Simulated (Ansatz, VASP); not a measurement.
## TaN in VASP and in Ansatz

The input INCAR:

```
PREC     = Accurate       # precision mode
ENCUT    = 520            # plane-wave cutoff, eV
EDIFF    = 1E-7           # SCF threshold, eV
ISMEAR   = 0              # smearing method
SIGMA    = 0.15           # smearing width, eV
LREAL    = F              # projectors in reciprocal space
LASPH    = T              # aspherical terms in the spheres
NELM     = 100            # most SCF steps
ALGO     = Normal         # electronic algorithm
ISIF     = 2              # what is computed and relaxed
LWAVE    = F              # write WAVECAR
LCHARG   = F              # write CHGCAR
GGA      = PE             # functional
NBANDS   = 15             # bands
```

Contents of KPOINTS:

```
Automatic mesh
0
Gamma
  15 15 12
```

File POSCAR:

```
TaN
1.0
    2.9905122097     -0.0129826842      0.0745129484
   -1.5064994392      2.5002489944     -0.1852511027
    0.0731891489     -0.1678534491      2.7367466887
Ta N
1 1
Direct
    0.3265290847      0.6620986955      0.4996300380
    0.0068042486      0.0045679712      0.0003699620
```

Input for Ansatz:

```yaml
crystal:
  lattice:
    - [2.9905122097, -0.0129826842, 0.0745129484]
    - [-1.5064994392, 2.5002489944, -0.1852511027]
    - [0.0731891489, -0.1678534491, 2.7367466887]
  atoms:
    - { symbol: Ta, position: [0.3265290847, 0.6620986955, 0.499630038] }
    - { symbol: "N", position: [0.0068042486, 0.0045679712, 0.000369962] }
basis:
  ecutwfc: 420
kpoints:
  mp_grid: { grid: [15, 15, 12] }
hamiltonian:
  xc: pbe
scf:
  occupations: { method: gaussian, width: 0.15 }
output:
  forces: true
  stress: true
  eigenvalues: true
```

Change from the starting cell: all atoms moved at random, sigma 0.02 Å a component, cell strained at random, sigma 0.03.

Alike in both runs: task single point; functional PBE; k mesh 15 × 15 × 12; occupations gaussian, width 0.15 eV; no spin polarisation.

|  | VASP | Ansatz |
| --- | --- | --- |
| version | VASP 6.6.1 | Ansatz 0.2.0 |
| potentials or method | VASP PAW PBE potentials, release 64 (Ta_pv, N) | scalar-relativistic, plane waves, PAW |
| plane-wave cutoff (eV) | 520 | 420 |
| valence electrons in the cell | 16 | 18 |

|  | VASP | Ansatz | Ansatz less VASP |
| --- | --- | --- | --- |
| gap on the k mesh at the Fermi level (eV) | none | none | - |
| pressure (GPa) | 39.1 | 37.9 | -1.17 |
| largest component of the traceless stress (GPa) | 39.28 | 38.90 | -0.381 |
| rms of the force components (eV/Å) | 0.837 | 0.824 | -0.0135 |

Atom by atom the forces differ by 0.014 eV/Å (rms over components). A gap of «none» marks a metal or a gap that the smearing closes. The two sets of potentials don't hold the same shells in valence.

Caveats: so large a pressure means that the cell lies far from this level's equilibrium, or that cutoff or potentials fall short (VASP); forces of over 1 eV/Å show positions far from the minimum, so gaps and moduli don't describe the material at rest. Spin-orbit coupling is left out, which matters for the levels of Ta.
